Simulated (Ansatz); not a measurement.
A run of Ansatz 0.2.0 is set up as follows.

The input input.yaml:

```yaml
crystal:
  lattice:
    - [2.7663873939, 0.0, 0.0]
    - [-1.3831936969, 2.3957617598, 0.0]
    - [0.0, 0.0, 8.93884516]
  atoms:
    - { symbol: Re, position: [0.6666666667, 0.3333333333, 0.75] }
    - { symbol: Re, position: [0.0, 0.0, 0.5] }
    - { symbol: Re, position: [0.3333333333, 0.6666666667, 0.25] }
    - { symbol: Re, position: [0.0, 0.0, 0.0] }
hamiltonian:
  xc: r2scan
  pseudopotentials: { kind: paw }
kpoints:
  mp_grid: { grid: [8, 8, 3] }
scf:
  occupations: { method: fermi_dirac, width: 0.05 }
output:
  forces: true
  stress: true
  eigenvalues: true
relax:
  f_tol: 0.01
  max_steps: 40
  cell: { stress_tol: 0.05 }
```

Potentials or basis: Ansatz PAW.

Command:

```sh
$ ansatz run input.yaml --threads 2 --pin off --max-ram 5632MiB --backend cpu --events-out ev --progress --plain --runs-dir out
```

Problem. What does it give for the space group after relaxing (to 0.05 Å)?

Solution. P6_3/mmc (No. 194).

Problem. What does it give for the relaxed volume?

Solution. 14.71 Å³/atom.

The path:
| step | energy change (eV) | largest force (eV/Å) | volume (Å³) |
| --- | --- | --- | --- |
| 1 | 0.0000 | 0.0000 | 59.24 |
| 2 | -0.0037 | 0.0000 | 58.84 |
| 3 | -0.0037 | 0.0000 | 58.82 |
| 4 | -0.0036 | 0.0000 | 58.82 |

Caveat: the plane-wave basis is chosen anew once the cell has moved, so the energies of steps on either side of that aren't comparable; the PAW data sets come from PBE, with cores solved anew for the run's functional, which leaves a small shift of forces and pressure. The run has no spin-orbit coupling, so splittings on Re are missing.
